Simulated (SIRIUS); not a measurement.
Wanted: the native input for a SIRIUS 7.10.0 run.

```
Task                                        : single point
Functional                                  : PBEsol
Potentials or basis                         : PseudoDojo 0.4.1 PBEsol standard (scalar relativistic)
Cutoff                                      : 1152 eV
Density cutoff                              : 4606 eV
k mesh                                      : 11 × 11 × 6
Occupations                                 : fermi-dirac, width 0.05 eV
Spin                                        : no spin polarisation
Libxc names                                 : ["XC_GGA_X_PBE_SOL", "XC_GGA_C_PBE_SOL"]
Energy tol                                  : 1e-08 Ha
Density tol                                 : 1e-06
Mixer                                       : anderson
Mixing beta                                 : 0.7
Max scf                                     : 100
Radial cutoff for the potentials' integrals : 6.5 bohr
```

Crystal: TiAl.

```
Ti Al
1.0
     2.86726    0.00000    0.00000
    -1.43363    2.48312    0.00000
     0.00000    0.00000    4.67808
Ti Al
1 1
Direct
  0.99025 0.00486 0.01131
  0.34812 0.66269 0.51633
```

The cell comes from a database or a generator and needn't be the stable form of this composition.

The cell isn't the ideal one: atoms moved at random, drawn with an rms of 0.05 Å.

One way to write it, as run:

sirius.json

```json
{
  "control": {
    "processing_unit": "cpu",
    "verbosity": 2,
    "num_bands_to_print": 14,
    "print_forces": true,
    "print_stress": true
  },
  "parameters": {
    "electronic_structure_method": "pseudopotential",
    "xc_functionals": ["XC_GGA_X_PBE_SOL", "XC_GGA_C_PBE_SOL"],
    "gk_cutoff": 9.2,
    "pw_cutoff": 18.4,
    "ngridk": [11, 11, 6],
    "shiftk": [0, 0, 0],
    "smearing": "fermi_dirac",
    "smearing_width": 0.0018374661,
    "num_bands": 14,
    "num_mag_dims": 0,
    "num_dft_iter": 100,
    "energy_tol": 1e-08,
    "density_tol": 1e-06
  },
  "iterative_solver": {
    "type": "davidson",
    "min_tolerance": 1e-09,
    "tolerance_scale": [0.1, 0.25]
  },
  "mixer": {
    "type": "anderson",
    "beta": 0.7,
    "max_history": 8
  },
  "settings": {
    "tol_ne": 1e-10,
    "pseudo_grid_cutoff": 6.5
  },
  "unit_cell": {
    "lattice_vectors": [
      [5.418340347286, 0.0, 0.0],
      [-2.709170173549, 4.692420387043, 0.0],
      [0.0, 0.0, 8.840295658268]
    ],
    "atom_coordinate_units": "lattice",
    "atom_types": ["Ti", "Al"],
    "atom_files": {
      "Al": "Al.json",
      "Ti": "Ti.json"
    },
    "atoms": {
      "Ti": [
        [-0.009755, 0.004856, 0.01131]
      ],
      "Al": [
        [0.348123, 0.662687, 0.516325]
      ]
    }
  }
}
```

Potentials or basis: PseudoDojo 0.4.1 PBEsol standard (scalar relativistic).

The run is started by

```bash
$ upf_to_json Al.upf
$ upf_to_json Ti.upf
$ OMP_NUM_THREADS=1 sirius.scf --input=sirius.json --output=out.json --task=0
```

It gave:

```
Pressure               : -2.8 GPa
Largest force          : 0.221 eV/Å
Band gap on the k mesh : none (metal or under the smearing width)
```

Run time: 5.6 min on 1 thread of Arm Neoverse V1, with other jobs on the host, peak memory 2 GiB.
